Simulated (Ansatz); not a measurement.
# 1T-CoBrI monolayer in a perpendicular field

What dipole does a perpendicular field induce in the 1T-CoBrI monolayer? A positive field points along +c.

Method: plane-wave DFT, PBE-D3(BJ), Ansatz PAW, in Ansatz 0.2.0.

**1. Set-up**

The cell holds 3 atoms: 1 I, 1 Co and 1 Br. Cell: a = 3.680 Å, b = 3.680 Å, c = 36.363 Å, α = 90.0°, β = 90.0°, γ = 120.0°. Vacuum lies along c.

**2. Relaxation**

The starting cell is a guess, so the in-plane lattice and the atoms are relaxed first, with the slab cut off from its images along the normal.

input.yaml

```yaml
crystal:
  lattice:
    - [3.680201, 0.0, 0.0]
    - [-1.8401005, 3.187147557, 0.0]
    - [0.0, 0.0, 36.3626390714]
  atoms:
    - { symbol: I, position: [0.6666666667, 0.3333333333, 0.4633877087] }
    - { symbol: Co, position: [0.0, 0.0, 0.5049295303], spin: 3.0 }
    - { symbol: Br, position: [0.3333333333, 0.6666666667, 0.5366122913] }
  periodic: [true, true, false]
magnetization:
  spin_polarized: true
kpoints:
  mp_grid: { grid: [12, 12, 1] }
hamiltonian:
  xc: pbe
  dispersion: d3bj
scf:
  occupations: { method: fermi_dirac, width: 0.05 }
  convergence: { dr2_threshold: 1.0e-09 }
relax:
  f_tol: 0.004
  max_steps: 90
  cell: {}
output:
  write_potential: true
  write_density: true
  volumetric_format: npy
```

Run with:

```sh
$ ansatz run input.yaml --threads 4 --pin off --max-ram 6144MiB --backend cpu --events-out ev --progress --plain --runs-dir out
```

Numbers of over 12 decimals in the logs are rounded to 6 here.

Output:

```text
Warning: relax.cell: scf.convergence.dr2_threshold = 1e-9 eV is looser than the 1.87099573969e-10 eV advised for a relaxation that steers and ends on the stress (1e-10 eV for each atom of the cell: 3, times the square of relax.cell.stress_2d_tol = 0.05 N/m over 12.7 Å (the atoms' height at the walk's start and 5 Å past either face), 3.949e-2 GPa, over a crystal's default 0.05). What an SCF threshold leaves in a stress goes as its square root, and in the free energy as the threshold itself, and one threshold admits the most on a small cell: [figures from the program's tests cut] Set scf.convergence.dr2_threshold to 1.87099573969e-10 eV or tighter. [rest of the remark cut]
Engine: ansatz 0.2.0, aarch64-unknown-linux-gnu
Pseudopotentials: kind: paw
Pseudopotential: I, paw, valence charge 17, recommended cutoff 420 eV (normal), I.paw.azcp
Pseudopotential: Co, paw, valence charge 17, recommended cutoff 420 eV (normal), Co.paw.azcp
Pseudopotential: Br, paw, valence charge 7, recommended cutoff 420 eV (normal), Br.paw.azcp
Functional definition: PBE
  parameter kappa = 0.804
  parameter beta = 0.066725
  exchange = pbe_x(kappa = kappa, mu = beta*pi^2/3)
  correlation = pbe_c(beta = beta)
Crystal: 3 atoms, lattice volume = 426.510 Å³
Basis set: ecut = 420 eV, 8305 PW (Γ), exchange–correlation on 50×50×500 points (8 copies of the dense FFT grid, shifted against one another)
Bands: 27, of which v1, the nominal top of the filled ones, is band 21 counted from 1 (20 counted from 0)
Symmetry: 6 space group operations
Space group: P3m1 (ITA 156), of the structure as read, at distance tolerance 7.5e-5 Å
Magnetic group: BNS 156.49 (UNI 1279), of the structure as read, at distance tolerance 7.5e-5 Å
k-points: 19 of 144 (time reversal used)
Non-local potential: I, projectors of the file, l = 0: 2, l = 1: 2, l = 2: 2, l = 3: 2
Non-local potential: Co, projectors of the file, l = 0: 3, l = 1: 2, l = 2: 3, l = 3: 1
Non-local potential: Br, projectors of the file, l = 0: 2, l = 1: 2, l = 2: 2
PAW form: soft (Blöchl's): semilocal exchange-correlation on the pseudo side does not see the compensation charge
PAW one-centre angular grid: I, 590 points (default); XC on 64 Gauss nodes
PAW one-centre angular grid: Co, 590 points (default); XC on 64 Gauss nodes
PAW one-centre angular grid: Br, 110 points (default); XC on 64 Gauss nodes
Initial density: superposition of atomic densities (neutral atoms: chi_scale 0, normalization atom)
Starting moments: Σ|m| = 3 μB on 1 of 3 sites
Initial wavefunctions: pseudopotential atomic-orbital guess
Functional: x = pbe(κ = 0.804, μ = 0.219515), c = pbe(β = 0.066725)
iter 1 solved again at ethr=9.67e-4 eV; its pass at ethr=3.10e-3 eV (dr2=3.96e-1 eV) is discarded
SCF iter   1: F=—  HF=-15421.504403 eV  |F-HF|=—  |Δ(HF+E_count)|=         —  Δρ=1.05e-2 (↑4.81e-3 ↓1.05e-2)  dr2=4.04e-1  dr2_m=1.53e-1  M=2.978 μB ∫|m|=2.989 μB  β_m=0.30  ethr=9.67e-4  ⟨swp⟩=1.6  Hψ=10976  notcnv=0
Mixer restart at iter 1: flushing history
preconditioner: auto → LDOS  [metal: Δε(μ)=0.036 eV  Ē_g=10.106 eV  σ=0.050 eV  W_gap=0.18  n_scr=20 (ndim 8)  ℏωp=8.6 eV  f_vac=0.813  D(μ)=5.61/eV (n_scr^D=16)]
spin=Collinear: LDOS preconditioning applied to the charge; magnetization (m = ρ↑ − ρ↓) channel mixes plain (no charge-response kernel on spin).
SCF iter   2: F=—  HF=-15422.081681 eV  |F-HF|=—  |Δ(HF+E_count)|=   5.77e-1  Δρ=7.38e-3 (↑5.21e-3 ↓7.38e-3)  dr2=9.82e-2  dr2_m=1.14e-1  M=2.935 μB ∫|m|=2.948 μB  β_m=0.52  ethr=9.67e-4  ⟨swp⟩=6.0  Hψ=2585  notcnv=0  defer=12
SCF iter   3: F=—  HF=-15422.919786 eV  |F-HF|=—  |Δ(HF+E_count)|=         —  Δρ=2.20e-2 (↑2.07e-2 ↓2.20e-2)  dr2=1.54e-1  dr2_m=1.74e0  M=1.809 μB ∫|m|=1.901 μB  β_m=0.52  ethr=2.39e-4  ⟨swp⟩=5.2  Hψ=2916  notcnv=0  defer=53
Mixer restart at iter 3: flushing history
SCF iter   4: F=—  HF=-15423.100600 eV  |F-HF|=—  |Δ(HF+E_count)|=   1.81e-1  Δρ=2.30e-2 (↑2.17e-2 ↓2.30e-2)  dr2=1.02e-1  dr2_m=1.91e0  M=1.198 μB ∫|m|=1.344 μB  β_m=0.56  ethr=2.39e-4  ⟨swp⟩=4.0  Hψ=2048  notcnv=0  defer=52
SCF iter   5: F=-15423.126860 eV  HF=-15423.142250 eV  |F-HF|=1.54e-2  |Δ(HF+E_count)|=   4.17e-2  Δρ=7.29e-3 (↑7.29e-3 ↓6.03e-3)  dr2=1.42e-2  dr2_m=1.70e-1  M=1.002 μB ∫|m|=1.115 μB  β_m=0.77  ethr=2.39e-4  ⟨swp⟩=4.2  Hψ=2382  notcnv=0  defer=52
SCF iter   6: F=-15423.138950 eV  HF=-15423.140520 eV  |F-HF|=1.57e-3  |Δ(HF+E_count)|=   1.73e-3  Δρ=5.88e-4 (↑3.28e-4 ↓5.88e-4)  dr2=2.94e-3  dr2_m=2.31e-4  M=1.000 μB ∫|m|=1.084 μB  β_m=0.72  ethr=3.47e-5  ⟨swp⟩=4.2  Hψ=2660  notcnv=0  defer=42
SCF iter   7: F=-15423.140039 eV  HF=-15423.140916 eV  |F-HF|=8.77e-4  |Δ(HF+E_count)|=   3.96e-4  Δρ=8.70e-4 (↑8.70e-4 ↓3.99e-4)  dr2=9.78e-4  dr2_m=1.50e-3  M=1.000 μB ∫|m|=1.083 μB  β_m=0.67  ethr=7.17e-6  ⟨swp⟩=3.1  Hψ=2409  notcnv=0  defer=40
SCF iter   8: F=-15423.140714 eV  HF=-15423.140767 eV  |F-HF|=5.28e-5  |Δ(HF+E_count)|=   1.49e-4  Δρ=1.13e-4 (↑1.13e-4 ↓5.75e-5)  dr2=9.30e-5  dr2_m=1.12e-5  M=1.000 μB ∫|m|=1.080 μB  β_m=0.78  ethr=2.39e-6  ⟨swp⟩=3.5  Hψ=2186  notcnv=0  defer=41
SCF iter   9: F=-15423.140775 eV  HF=-15423.140780 eV  |F-HF|=4.55e-6  |Δ(HF+E_count)|=   1.32e-5  Δρ=1.06e-4 (↑6.33e-5 ↓1.06e-4)  dr2=8.67e-6  dr2_m=2.62e-5  M=1.000 μB ∫|m|=1.079 μB  β_m=0.89  ethr=2.27e-7  ⟨swp⟩=3.5  Hψ=2190  notcnv=0  defer=40
SCF iter  10: F=-15423.140781 eV  HF=-15423.140780 eV  |F-HF|=6.90e-7  |Δ(HF+E_count)|=   2.29e-7  Δρ=3.19e-5 (↑3.19e-5 ↓3.11e-5)  dr2=8.79e-7  dr2_m=3.58e-6  M=1.000 μB ∫|m|=1.079 μB  β_m=0.79  ethr=2.12e-8  ⟨swp⟩=3.4  Hψ=2224  notcnv=0  defer=40
SCF iter  11: F=-15423.140781 eV  HF=-15423.140781 eV  |F-HF|=4.83e-8  |Δ(HF+E_count)|=   1.08e-6  Δρ=5.04e-6 (↑4.77e-6 ↓5.04e-6)  dr2=2.07e-8  dr2_m=8.92e-8  M=1.000 μB ∫|m|=1.079 μB  β_m=0.78  ethr=2.14e-9  ⟨swp⟩=3.2  Hψ=2053  notcnv=0  defer=41
SCF iter  12: F=-15423.140781 eV  HF=-15423.140781 eV  |F-HF|=4.74e-9  |Δ(HF+E_count)|=   5.46e-8  Δρ=1.75e-6 (↑9.98e-7 ↓1.75e-6)  dr2=6.44e-9  dr2_m=7.04e-9  M=1.000 μB ∫|m|=1.079 μB  β_m=0.79  ethr=5.06e-11  ⟨swp⟩=3.2  Hψ=2187  notcnv=0  defer=40
SCF iter  13: F=-15423.140781 eV  HF=-15423.140781 eV  |F-HF|=1.35e-9  |Δ(HF+E_count)|=   6.98e-9  Δρ=3.08e-7 (↑1.89e-7 ↓3.08e-7)  dr2=1.10e-9  dr2_m=4.84e-11  M=1.000 μB ∫|m|=1.079 μB  β_m=0.82  ethr=1.57e-11  ⟨swp⟩=2.7  Hψ=1611  notcnv=0  defer=40
SCF iter  14: F=-15423.140781 eV  HF=-15423.140781 eV  |F-HF|=2.37e-9  |Δ(HF+E_count)|=  8.19e-11  Δρ=4.45e-8 (↑4.45e-8 ↓4.43e-8)  dr2=4.78e-11  dr2_m=3.58e-12  M=1.000 μB ∫|m|=1.079 μB  β_m=0.80  ethr=2.68e-12  ⟨swp⟩=3.3  Hψ=1980  notcnv=0  defer=40
[...]
eigensolver tolerance schedule: the retry pair's looser diagonalisation over-reported the residual by 193.26 of it (diagonalisation noise at 0.12 of the residual, at the tolerance the schedule requests for it); recorded, not acted on — ethr = c·dr2/N_el stays at c = 1.0e-1
preconditioner: auto → LDOS  [metal: Δε(μ)=0.053 eV  Ē_g=9.251 eV  σ=0.050 eV  W_gap=0.25  n_scr=18 (ndim 8)  ℏωp=8.6 eV  f_vac=0.812  D(μ)=2.96/eV (n_scr^D=12)]
spin=Collinear: LDOS preconditioning applied to the charge; magnetization (m = ρ↑ − ρ↓) channel mixes plain (no charge-response kernel on spin).
SCF iter   2: F=—  HF=-15423.247423 eV  |F-HF|=—  |Δ(HF+E_count)|=   6.63e-3  Δρ=3.08e-5 (↑3.08e-5 ↓3.08e-5)  dr2=9.60e-7  dr2_m=1.65e-7  M=1.002 μB ∫|m|=1.100 μB  β_m=0.61  ethr=8.82e-9  ⟨swp⟩=4.6  Hψ=3057  notcnv=0
SCF iter   3: F=—  HF=-15423.249157 eV  |F-HF|=—  |Δ(HF+E_count)|=   1.73e-3  Δρ=5.02e-6 (↑5.02e-6 ↓5.01e-6)  dr2=7.20e-8  dr2_m=5.27e-9  M=1.002 μB ∫|m|=1.100 μB  β_m=0.65  ethr=2.34e-9  ⟨swp⟩=3.6  Hψ=2337  notcnv=0  defer=2
SCF iter   4: F=—  HF=-15423.249337 eV  |F-HF|=—  |Δ(HF+E_count)|=   1.80e-4  Δρ=1.05e-6 (↑8.10e-7 ↓1.05e-6)  dr2=9.44e-9  dr2_m=3.82e-10  M=1.002 μB ∫|m|=1.100 μB  β_m=0.65  ethr=1.76e-10  ⟨swp⟩=4.0  Hψ=2611  notcnv=0  defer=16
SCF iter   5: F=—  HF=-15423.249343 eV  |F-HF|=—  |Δ(HF+E_count)|=   5.62e-6  Δρ=8.87e-7 (↑8.87e-7 ↓4.44e-7)  dr2=3.41e-9  dr2_m=3.03e-10  M=1.002 μB ∫|m|=1.100 μB  β_m=0.60  ethr=2.30e-11  ⟨swp⟩=3.1  Hψ=2087  notcnv=0  defer=17
SCF iter   6: F=—  HF=-15423.249343 eV  |F-HF|=—  |Δ(HF+E_count)|=   1.72e-7  Δρ=5.40e-7 (↑5.40e-7 ↓2.36e-7)  dr2=1.23e-9  dr2_m=1.36e-10  M=1.002 μB ∫|m|=1.100 μB  β_m=0.59  ethr=8.33e-12  ⟨swp⟩=2.3  Hψ=1405  notcnv=0  defer=17
SCF iter   7: F=—  HF=-15423.249343 eV  |F-HF|=—  |Δ(HF+E_count)|=   4.51e-8  Δρ=1.64e-7 (↑1.64e-7 ↓5.63e-8)  dr2=1.36e-10  dr2_m=2.06e-11  M=1.002 μB ∫|m|=1.100 μB  β_m=0.65  ethr=2.99e-12  ⟨swp⟩=2.5  Hψ=1714  notcnv=0  defer=17
iter 8 met the thresholds in force, and the SCF goes on: an eigenvalue changes by 1.99 meV, over its tolerance of 0.05 meV (output.eigenvalues, Limitations)
SCF iter   8: F=-15423.249343 eV  HF=-15423.249343 eV  |F-HF|=1.16e-8  |Δ(HF+E_count)|=   6.24e-8  Δρ=2.20e-8 (↑1.62e-8 ↓2.20e-8)  dr2=1.03e-11  dr2_m=8.88e-13  M=1.002 μB ∫|m|=1.100 μB  β_m=0.83  ethr=1.00e-12  ⟨swp⟩=19.0  Hψ=7969  notcnv=0
iter 9 met the thresholds in force, and the SCF goes on: an eigenvalue changes by 3.39 meV, over its tolerance of 0.05 meV (output.eigenvalues, Limitations)
SCF iter   9: F=-15423.249343 eV  HF=-15423.249343 eV  |F-HF|=1.87e-9  |Δ(HF+E_count)|=   9.72e-9  Δρ=9.68e-9 (↑9.68e-9 ↓8.98e-9)  dr2=2.18e-12  dr2_m=3.76e-14  M=1.002 μB ∫|m|=1.100 μB  β_m=1.00  ethr=1.00e-12  ⟨swp⟩=8.8  Hψ=5391  notcnv=0
Mixer restart at iter 9: flushing history
iter 10 met the thresholds in force, and the SCF goes on: an eigenvalue changes by 0.053 meV, over its tolerance of 0.052 meV (output.eigenvalues, Limitations)
SCF iter  10: F=-15423.249343 eV  HF=-15423.249343 eV  |F-HF|=1.07e-10  |Δ(HF+E_count)|=   1.87e-9  Δρ=2.82e-8 (↑2.82e-8 ↓2.11e-8)  dr2=9.55e-11  dr2_m=8.43e-14  M=1.002 μB ∫|m|=1.100 μB  β_m=1.00  ethr=1.00e-12  ⟨swp⟩=9.0  Hψ=5582  notcnv=0  κ⁻¹=1.0e0(r=1)
SCF iter  11: F=-15423.249343 eV  HF=-15423.249343 eV  |F-HF|=6.91e-11  |Δ(HF+E_count)|=  9.09e-12  Δρ=2.39e-9 (↑2.35e-9 ↓2.39e-9)  dr2=2.19e-13  dr2_m=5.98e-16  M=1.002 μB ∫|m|=1.100 μB  ethr=1.00e-12  ⟨swp⟩=6.7  Hψ=5044  notcnv=0
SCF 6 converged in 11 iterations: F = -15423.249343 eV  dr2 = 2.19e-13
relax step   6: F+E_penalty+E_count = -15423.24934340 eV  Δ(F+E_penalty+E_count) = -3.034e-4 eV  max|allowed force component| = 2.238e-4 eV/Å  Δτ_max = 0.0000 Å  P = +0.003 N/m  Ω = 433.800 Å³  fix = [c, alpha, beta]  reactions: c +0.000 N/m  stress off target by 2.79e-3 N/m on what of the cell is left free  SCF on the basis re-selected at this cell (its energy is not comparable with the rows above)  (11 SCF iters)
basis re-selected at this cell: Δ(F+E_penalty+E_count) = -3.034e-4 eV, ΔP = +0.001 N/m vs the last step (what re-selecting the basis moved, of the pressure what is left beyond the Pulay correction that the steps carried, after the strain that the cell walked since its last selection, with what the two solves' SCF thresholds leave and, on support functions, any second-order correction that the steps lacked; it is no m [...]
WARN: The output density's exchange-correlation potential varies sharply where the density is thin. Do not read a vacuum level from v_tot or v_xc, or from such a field of the output density. On a cell that repeats whose density bears no net charge and no dipole along the vacuum's axis use v_es (v_loc + v_h of the components); under efield.dipole_correction with no amplitude use v_es + v_field, which holds any externa [...]
SCF converged after 11 iterations
an eigenvalue changed by more than its tolerance at an iteration that met the thresholds in force, so the SCF went on 3 times, its first undamped step at iteration 9: the last check found none over its tolerance
Magnetization: 1.0015 μB (21.0008 up, 19.9992 down)
Absolute magnetization: 1.0996 μB (∫|ρ↑−ρ↓|, with the PAW one-centre terms)
Spin contamination: 0.0525 ħ² per cell (⟨S²⟩ above its minimum at these occupations)
Per-site moments (μB) at R_I (Å): [(-0.00820478, 1.072673), (0.936957, 1.042539), (0.026340, 1.042539)]
Free energy (F): -15423.249343 eV
Harris-Foulkes:  -15423.249343 eV  (|F-HF|=6.91e-11)
Internal energy: -15423.225476 eV  (E = F + TS)
E sigma→0 (E₀):  -15423.237410 eV
Entropy (-TS):   -0.023868 eV (-7.956 meV/atom)
Fermi energy:    -4.828559 eV
--- Per-component energies (eV) ---
  E_band       = -1301.738798
  E_kinetic    = 773.035632
  E_local      = -105020.036429  (includes V_loc(G=0)·N_el)
  E_nonlocal   = 443.777203
  E_hartree    = 51930.244437
  E_xc         = -548.954151
  E_vxc        = -434.011090  (∫ρ·V_xc dr)
  E_paw        = -8583.287064  (= ΣΔE_a)
  E_vpaw       = -924.993106  (= ΣTr[D̂ρ^β])
  E_aug_tail   = 0.000088  (compensation charges beyond the density's cutoff)
  E_ewald      = 45582.706720
  E_disp       = -0.711911  (pairwise vdW)
  E_smearing   = -0.023868  (= −TS)
  E_closure    = -0.000000  (closes the sum)
  Σ components = -15423.249343   (vs F -15423.249343, Δ=0.00e0)
--- Forces (eV/Å), atoms counted from 1 ---
  atom   1  I     -0.00000000     0.00000000     0.00022373
  atom   2  Co     0.00000000     0.00000000    -0.00000730
  atom   3  Br    -0.00000000    -0.00000000    -0.00021675
  max |Σ_I F_I| component: 3.15e-7 eV/Å
--- 2D stress c σ (N/m, compression-positive) ---
        0.002790       0.000000      -0.000000
        0.000000       0.002790      -0.000000
       -0.000000      -0.000000       0.000000
  P = ½ c Tr σ = 0.0028 N/m
--- Band table (eV; the first three rows and the last of 38) ---
  k-point 0 ↑: bands = [... 17 lower, -6.2258, -6.2258, -5.8555, -4.2436, -4.2436, -1.4178, -0.5621, -0.1184, ... 2 higher]
  k-point 1 ↑: bands = [... 17 lower, -6.1594, -5.9838, -5.7216, -4.5426, -4.3176, -1.2139, -0.3930, 0.0355, ... 2 higher]
  k-point 2 ↑: bands = [... 17 lower, -6.1817, -5.7819, -5.6112, -5.0403, -4.4686, -0.7820, -0.0412, 0.2977, ... 2 higher]
  k-point 18 ↓: bands = [... 17 lower, -5.5386, -5.2803, -5.1899, -4.0280, -3.6470, -0.1711, 1.1503, 2.1806, ... 2 higher]
  the weakly bound empty levels are not read free of the cell's end (no_gap_told)
--- Relaxed structure (5 steps of the walk, 5 accepted, 1 SCFs on fresh bases) ---
  F+E_penalty+E_count = -15423.24934340 eV   max|allowed force component| = 2.238e-4 eV/Å   (the final SCF, on the basis selected at the relaxed cell)
  cell:  # Å, volume = 433.8000 Å³
    - [3.711519, 1.159016230080821e-18, 0]
    - [-1.855760, 3.214270, 0]
    - [0, 0, 36.3626390714]
  atoms:
    - { symbol: I, position: [0.666667, 0.333333, 0.462349] }
    - { symbol: Co, position: [-2.266090767776472e-18, 0, 0.502864] }
    - { symbol: Br, position: [0.333333, 0.666667, 0.539717] }
```

Wall time 1.7 min (4 threads of Arm Neoverse V1, shared host); peak memory 0.95 GiB.

Relaxation path:

| step | energy less that of the first step (eV) | largest force component (eV/Å) | volume (Å³) |
| --- | --- | --- | --- |
| 1 | 0.0000 | 1.1691 | 426.51 |
| 2 | -0.0706 | 0.4634 | 421.68 |
| 3 | -0.0972 | 0.3187 | 428.93 |
| 4 | -0.1079 | 0.0583 | 434.21 |
| 5 | -0.1083 | 0.0002 | 433.80 |
| 6* | -0.1086 | 0.0002 | 433.80 |

Relaxation steps marked * repeat the geometry before them on a plane-wave basis chosen anew for their cell, so energy and pressure can jump there.

The run keeps the 6 symmetry operations that it works with, so distortions that break them were not tested.

| cell as run | before | after | change |
| --- | --- | --- | --- |
| a (Å) | 3.680 | 3.712 | +0.9 % |
| b (Å) | 3.680 | 3.712 | +0.9 % |

The atoms that moved most (Å, along periodic axes as changes of fractional coordinates times the final cell, across vacuum about the mean position):

| atom | dx | dy | dz | length |
| --- | --- | --- | --- | --- |
| Br3 | 0.000 | 0.000 | 0.113 | 0.113 |
| Co2 | 0.000 | 0.000 | -0.075 | 0.075 |
| I1 | 0.000 | 0.000 | -0.038 | 0.038 |

The relaxed structure:

```xyz
3
Lattice="3.7115 0.0000 0.0000 -1.8558 3.2143 0.0000 0.0000 0.0000 36.3626" Properties=species:S:1:pos:R:3
I     1.8558    1.0714   16.8122
Co    0.0000    0.0000   18.2855
Br    0.0000    2.1428   19.6255
```

This step gave:

```yaml
energy_at_zero_smearing: -15423.2374 eV
total_moment: 1.002 μB
site_moments: -0.008205, 0.9370, 0.02634 μB
```

Site moment by atom:

| atom | site moment (μB) |
| --- | --- |
| I1 | -0.008 |
| Co2 | 0.937 |
| Br3 | 0.026 |

The lattice constant a goes from 3.680 to 3.712 Å.

[end of part 1 of 2]

[Logs are printed without paths, hosts, clocks, repeated set-up lines and the standing remarks that a program may print on its own settings, such as how far it seeks lower states.]

[Hosts, paths, dates, database ids (printed as entryN), source tags and the programs' standing remarks are cut or masked in the printed files.]

[Maps of the electrostatic potential energy from Ansatz leave out the sawtooth potential of an applied field or a dipole correction, so their vacuum need not be flat; planar profiles and work functions include it.]
